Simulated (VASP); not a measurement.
# ZnS (F-43m) in VASP: further runs, part 2 of 2

VASP 6.6.1.

### 4 Single point, HSE06

Input file POSCAR:

```
ZnS
1.0
    0.0000000000      2.7020000000      2.7020000000
    2.7020000000      0.0000000000      2.7020000000
    2.7020000000      2.7020000000      0.0000000000
Zn S
1 1
Direct
    0.7500000000      0.7500000000      0.7500000000
    0.0000000000      0.0000000000      0.0000000000
```

Input file INCAR.step1:

```
PREC = Accurate
ENCUT = 400
EDIFF = 1E-5
ISMEAR = 0
SIGMA = 0.01
LREAL = False
LASPH = True
NELM = 100
ALGO = Normal
ISIF = 2
LWAVE = True
LCHARG = False
NKRED = 1
NBANDS = 17
GGA = PE
```

Input file INCAR.step2:

```
PREC = Accurate
ENCUT = 400
EDIFF = 1E-6
ISMEAR = 0
SIGMA = 0.01
LREAL = False
LASPH = True
NELM = 100
ALGO = Normal
ISIF = 2
LWAVE = False
LCHARG = False
GGA = PE
LHFCALC = True
HFSCREEN = 0.2
PRECFOCK = Accurate
NKRED = 1
NBANDS = 17
ISTART = 1
```

Input file KPOINTS:

```
Automatic mesh
0
Gamma
  4 4 4
```

Potentials or basis: VASP PAW PBE potentials, release 64 (Zn, S).

The run is started by

```sh
cat potpaw_PBE.64/Zn/POTCAR potpaw_PBE.64/S/POTCAR > POTCAR
cp INCAR.step1 INCAR
mpirun -np 1 vasp_std > vasp.out
cp INCAR.step2 INCAR
mpirun -np 1 vasp_std > vasp.out
```

OUTCAR:

```text
PREC = Accurate
   ENCUT = 400
   EDIFF = 1E-6
   ISMEAR = 0
   LREAL = False
   LASPH = True
   NELM = 100
   ISIF = 2
   GGA = PE
   LHFCALC = True
   HFSCREEN = 0.2
   PRECFOCK = Accurate
   NKRED = 1
   ISTART = 1

 Found      8 irreducible k-points:

 Following reciprocal coordinates:
            Coordinates               Weight
  0.000000  0.000000  0.000000      1.000000
  0.250000  0.000000  0.000000      8.000000
  0.500000  0.000000  0.000000      4.000000
  0.250000  0.250000  0.000000      6.000000
  0.500000  0.250000  0.000000     24.000000
 -0.250000  0.250000  0.000000     12.000000
   k-points           NKPTS =      8   k-points in BZ     NKDIM =     64   number of bands    NBANDS=     17
   number of dos      NEDOS =    301   number of ions     NIONS =      2
   total plane-waves  NPLWV =  21952
   dimension x,y,z NGX =    28 NGY =   28 NGZ =   28
   dimension x,y,z NGXF=    56 NGYF=   56 NGZF=   56
   ions per type =               1   1
   NGX,Y,Z   is equivalent  to a cutoff of  12.18, 12.18, 12.18 a.u.
   NGXF,Y,Z  is equivalent  to a cutoff of  24.36, 24.36, 24.36 a.u.
 SYSTEM =  unknown system
   PREC   = accura    normal or accurate (medium, high low for compatibility)
   ISTART =      1    job   : 0-new  1-cont  2-samecut
   ICHARG =      0    charge: 1-file 2-atom 10-const
   ISPIN  =      1    spin polarized calculation?
   LNONCOLLINEAR =      F non collinear calculations
   LSORBIT =      F    spin-orbit coupling
   LASPH  =      T    aspherical Exc in radial PAW
   ENCUT  =  400.0 eV  29.40 Ry    5.42 a.u.   6.23  6.23  6.23*2*pi/ulx,y,z
   NELM   =    100;   NELMIN=  2; NELMDL=  0     # of ELM steps
   EDIFF  = 0.1E-05   stopping-criterion for ELM
   LREAL  =      F    real-space projection
   EDIFFG = 0.1E-04   stopping-criterion for IOM
   NSW    =      0    number of steps for IOM
   IBRION =     -1    ionic relax: 0-MD 1-quasi-New 2-CG
   NFREE  =      0    steps in history (QN), initial steepest desc. (CG)
   ISIF   =      2    stress and relaxation
   ISYM   =      3    0-nonsym 1-usesym 2-fastsym
   POTIM  = 0.5000    time-step for ionic-motion
   TEBEG  =    0.0;   TEEND  =   0.0 temperature during run
   PSTRESS=    0.0 pullay stress
   NELECT =      18.0000    total number of electrons
   NUPDOWN=      -1.0000    fix difference up-down
   EMIN   =  10.00;   EMAX   =-10.00  energy-range for DOS
   EFERMI =   0.00;   METHOD = LEGACY
   ISMEAR =     0;   SIGMA  =   0.01  broadening in eV -4-tet -1-fermi 0-gaus
   EFERMI_NEDOS =   21; number of points for ismear=-14 and -15
   IALGO  =     38    algorithm
   IMIX   =      1    mixing-type and parameters
     AMIX     =   0.40;   BMIX     =  1.00
     AMIX_MAG =   1.60;   BMIX_MAG =  1.00
  volume/ion in A,a.u.               =      19.73       133.12
  Fermi-wavevector in a.u.,A,eV,Ry     =   1.260290  2.381602 21.610537  1.588330
  Thomas-Fermi vector in A             =   2.393807
   LORBIT       =      0    0 simple, 1 ext, 2 COOP (PROOUT), +10 PAW based schemes
   GGA     = PE    functional components
   LHFCALC =     T    Hartree Fock is set to
   PRECFOCK=accur.    Normal, Fast or Accurate (Low or Medium for compatibility)
   ENCUT4O =  -1.0   cutoff for four orbital integrals eV
   NKREDX  =     1    reduce k-point grid by
   NKREDY  =     1    reduce k-point grid by
   NKREDZ  =     1    reduce k-point grid by
   AEXX    =    0.2500 exact exchange contribution
   HFSCREEN=    0.2000 screening length (either q_TF or 0.3 A-1)
   HFSCREENC=   0.2000 screening length for correlation (either q_TF or 0.3 A-1)
   ENCUTFOCK=  -1.0 apply spherical cutoff to Coloumb kernel
   IVDW    =     0    specifies the selected vdW correction
   LEPSILON=     F    determine dielectric tensor
   LRPA    =     F    only Hartree local field effects (RPA)
 non-spin polarized calculation
 Gauss-broadening in eV      SIGMA  =   0.01
  energy-cutoff  :      400.00
  volume of cell :       39.45
 maximum number of plane-waves:       725
 NGX is ok and might be reduce to    28

 number of electron      18.0000000 magnetization

 Free energy of the ion-electron system (eV)
  ---------------------------------------------------
  ext. energy  EPLUGINS =         0.00000000
  ---------------------------------------------------
  free energy    TOTEN  =        -8.35336162 eV

  energy without entropy =       -8.35336162  energy(sigma->0) =       -8.35336162

 E-fermi :   1.4337     XC(G=0):  -7.9520

 val. band max:        1.3820036524   @ k =   0.0000   0.0000   0.0000
 cond. band min:       4.7442443493   @ k =   0.0000   0.0000   0.0000
 fundamental gap:      3.3622406969
 Fermi energy:         1.4336762766

 k-point     1 :       0.0000    0.0000    0.0000
  band No.  band energies     occupation
      1     -12.9340      2.00000
      2      -6.4762      2.00000
      3      -6.4762      2.00000
      4      -6.4762      2.00000
      5      -6.0316      2.00000
      6      -6.0316      2.00000
[... 9 lines left out ...]
     16      14.7899      0.00000
     17      17.3462      0.00000

 k-point     2 :       0.2500    0.0000    0.0000
  band No.  band energies     occupation
      1     -12.4805      2.00000
      2      -6.4133      2.00000
      3      -6.4133      2.00000
      4      -6.3584      2.00000
      5      -6.0306      2.00000
      6      -6.0306      2.00000
[... 9 lines left out ...]
     16      14.9284      0.00000
     17      18.8904      0.00000

 k-point     3 :       0.5000    0.0000    0.0000
  band No.  band energies     occupation
      1     -11.9447      2.00000
      2      -6.3684      2.00000
      3      -6.3684      2.00000
      4      -6.0068      2.00000
      5      -6.0068      2.00000
      6      -5.7960      2.00000
[... 9 lines left out ...]
     16      16.4117      0.00000
     17      18.5421      0.00000

 k-point     4 :       0.2500    0.2500    0.0000
  band No.  band energies     occupation
      1     -12.3292      2.00000
      2      -6.4360      2.00000
      3      -6.3394      2.00000
      4      -6.3394      2.00000
      5      -6.0620      2.00000
      6      -5.9980      2.00000
[... 9 lines left out ...]
     16      18.8533      0.00000
     17      19.5537      0.00000

 k-point     5 :       0.5000    0.2500    0.0000
  band No.  band energies     occupation
      1     -11.7929      2.00000
      2      -6.3478      2.00000
      3      -6.2676      2.00000
      4      -6.1424      2.00000
      5      -5.9940      2.00000
      6      -5.7953      2.00000
[... 9 lines left out ...]
     16      17.9776      0.00000
     17      18.5951      0.00000

 k-point     6 :      -0.2500    0.2500    0.0000
  band No.  band energies     occupation
      1     -11.9719      2.00000
      2      -6.3492      2.00000
      3      -6.3304      2.00000
      4      -6.1191      2.00000
      5      -6.0462      2.00000
      6      -5.9323      2.00000
[... 9 lines left out ...]
     16      17.7370      0.00000
     17      18.5127      0.00000

 [... further k-points ...]

------------------------ aborting loop because EDIFF is reached ----------------------------------------

  FORCE on cell =-STRESS in cart. coord.  units (eV):
  Direction    XX          YY          ZZ          XY          YZ          ZX
  --------------------------------------------------------------------------------------
  -------------------------------------------------------------------------------------
  Total        0.2187524      0.2187524      0.2187524      0.0000000      0.0000000      0.0000000
  in kB        8.8833606      8.8833606      8.8833606      0.0000000      0.0000000      0.0000000
  external PRESSURE =       8.8833606 kB  Pullay stress =       0.0000000 kB

 VOLUME and BASIS-vectors are now :
 -----------------------------------------------------------------------------
  energy-cutoff  :      400.00
  volume of cell :       39.45
      direct lattice vectors                 reciprocal lattice vectors
     0.000000000  2.702000000  2.702000000    -0.185048113  0.185048113  0.185048113
     2.702000000  0.000000000  2.702000000     0.185048113 -0.185048113  0.185048113
     2.702000000  2.702000000  0.000000000     0.185048113  0.185048113 -0.185048113

 POSITION                                       TOTAL-FORCE (eV/Angst)
 -----------------------------------------------------------------------------------
      4.05300      4.05300      4.05300         0.000000      0.000000      0.000000
      0.00000      0.00000      0.00000        -0.000000     -0.000000     -0.000000
 -----------------------------------------------------------------------------------
    total drift:                                0.000203      0.000191      0.000125

  FREE ENERGIE OF THE ION-ELECTRON SYSTEM (eV)
  ---------------------------------------------------
  free  energy   TOTEN  =        -8.3533616154 eV

  energy  without entropy=       -8.3533616154  energy(sigma->0) =       -8.35336162
```

OSZICAR.step1:

```text
N       E                     dE             d eps       ncg     rms          rms(c)
DAV:   1     0.789073751336E+02    0.78907E+02   -0.73091E+03   272   0.105E+03
DAV:   2    -0.230056213542E+01   -0.81208E+02   -0.75381E+02   297   0.220E+02
DAV:   3    -0.719218901262E+01   -0.48916E+01   -0.48569E+01   319   0.543E+01
DAV:   4    -0.724108540597E+01   -0.48896E-01   -0.48859E-01   322   0.544E+00
DAV:   5    -0.724146553423E+01   -0.38013E-03   -0.38011E-03   323   0.477E-01    0.680E+00
DAV:   6    -0.682236848645E+01    0.41910E+00   -0.70979E-01   387   0.279E+01    0.535E+00
DAV:   7    -0.679894546409E+01    0.23423E-01   -0.23402E-01   331   0.416E+00    0.274E+00
DAV:   8    -0.679837325046E+01    0.57221E-03   -0.50823E-03   344   0.911E-01    0.719E-01
DAV:   9    -0.679865168673E+01   -0.27844E-03   -0.13649E-03   288   0.285E-01    0.963E-02
DAV:  10    -0.679884241071E+01   -0.19072E-03   -0.29638E-04   310   0.128E-01    0.416E-02
DAV:  11    -0.679882631654E+01    0.16094E-04   -0.40786E-05   315   0.614E-02    0.119E-02
DAV:  12    -0.679882676631E+01   -0.44976E-06   -0.34235E-06   157   0.145E-02
   1 F= -.67988268E+01 E0= -.67988268E+01  d E =-.238436E-49
```

Wall time 8.6 min (1 thread of AMD EPYC 9R45 (Zen 5), shared host); peak memory 0.23 GiB.

These settings aren't checked as converged: the numbers below hold their error.

What came out:

| Quantity | Value |
| --- | --- |
| Free energy | -8.3534 eV |
| Pressure | 0.9 GPa |
| Band gap on the k mesh | 3.36 eV, direct |

Caveat: the k mesh is coarse (spacing up to 0.50 Å⁻¹), so the values aren't converged, least of all with exact exchange; the PAW data sets were made with another functional, which shifts forces and pressure a little.

### 5 Single point, HSE06

POSCAR is that of step 4.

INCAR.step1, as its differences from that of step 4:

```diff
@@ -1,3 +1,3 @@
 PREC = Accurate
-ENCUT = 400
+ENCUT = 340
 EDIFF = 1E-5
```

INCAR.step2, as its differences from that of step 4:

```diff
@@ -1,3 +1,3 @@
 PREC = Accurate
-ENCUT = 400
+ENCUT = 340
 EDIFF = 1E-6
@@ -15,3 +15,3 @@
 HFSCREEN = 0.2
-PRECFOCK = Accurate
+PRECFOCK = Fast
 NKRED = 1
```

Input file KPOINTS:

```
Automatic mesh
0
Gamma
  5 5 5
```

The run is started by

```sh
cat potpaw_PBE.64/Zn/POTCAR potpaw_PBE.64/S/POTCAR > POTCAR
cp INCAR.step1 INCAR
mpirun -np 1 vasp_std > vasp.out
cp INCAR.step2 INCAR
mpirun -np 1 vasp_std > vasp.out
```

It took 2.9 min on 1 thread of AMD EPYC 9R45 (Zen 5), shared host; peak memory 0.2 GiB.

The run converged, but some of its settings lie outside the range that counts as converged, so its numbers aren't taken as properties of the crystal.

What came out:

* Free energy: -8.3794 eV
* Pressure: 0.7 GPa
* Band gap on the k mesh: 3.35 eV, direct

Caveat: the cutoff is under 1.25 times the usual one of these potentials, so pressure, stress and relaxed cells hold a basis-set (Pulay) error; the PAW data sets were made with another functional, which shifts forces and pressure a little.

### 6 Single point, HSE06

POSCAR is that of step 5.

INCAR.step1, as its differences from that of step 5:

```diff
@@ -1,3 +1,3 @@
 PREC = Accurate
-ENCUT = 340
+ENCUT = 460
 EDIFF = 1E-5
```

INCAR.step2, as its differences from that of step 5:

```diff
@@ -1,3 +1,3 @@
 PREC = Accurate
-ENCUT = 340
+ENCUT = 460
 EDIFF = 1E-6
```

KPOINTS is that of step 5.

Potentials or basis: VASP PAW PBE potentials, release 64 (Zn, S).

The run is started by

```sh
cat potpaw_PBE.64/Zn/POTCAR potpaw_PBE.64/S/POTCAR > POTCAR
cp INCAR.step1 INCAR
mpirun -np 1 vasp_std > vasp.out
cp INCAR.step2 INCAR
mpirun -np 1 vasp_std > vasp.out
```

It took 3.5 min on 1 thread of AMD EPYC 9R45 (Zen 5), shared host; peak memory 0.22 GiB.

The run converged, but some of its settings lie outside the range that counts as converged, so its numbers aren't taken as properties of the crystal.

What came out:

* Free energy: -8.3853 eV
* Pressure: 0.9 GPa
* Band gap on the k mesh: 3.35 eV, direct

Caveat: the PAW data sets were made with another functional, which shifts forces and pressure a little.

### 7 The reference run

An earlier run on the cell as given: functional PBEsol; potentials or basis VASP PAW PBE potentials, release 64 (Zn, S); cutoff 520 eV; k mesh 9 × 9 × 9; occupations fermi-dirac, width 0.05 eV; no spin polarisation.

- Pressure: -1.8 GPa
- Band gap on the k mesh: 1.98 eV, direct
